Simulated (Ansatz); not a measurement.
The system is SnTe.

```
Te Sn
1.0
     0.00000    3.15085    3.15085
     3.15085    0.00000    3.15085
     3.15085    3.15085    0.00000
Te Sn
1 1
Direct
  0.50000 0.50000 0.50000
  0.00000 0.00000 0.00000
```

Base run:

| Quantity | Value |
| --- | --- |
| Program | Ansatz 0.2.0 |
| Functional | PBE0 |
| Potentials or basis | all-electron PAW datasets made for the crystal |
| Cutoff | 270 eV (chosen from the basis error) |
| k mesh | 6 × 6 × 6 |
| Occupations | fermi-dirac, width 0.05 eV |
| Spin | no spin polarisation |

Its results: band gap on the k mesh 0.61 eV, direct; pressure 1.6 GPa.

Problem. The run is repeated on the same cell with these changes: functional from PBE0 to PBE; cutoff from 270 eV (chosen from the basis error) to 240 eV (chosen from the basis error). What comes out?

Solution. Band gap on the k mesh 0.10 eV, direct; pressure 2.3 GPa.

PBE0 gives the wider gap, since exact exchange removes part of the self-interaction.

Caveats: spin-orbit coupling is left out, which moves the levels of the heavy elements.

A k mesh can miss the band edges.

The runs don't all hold the same shells in valence.
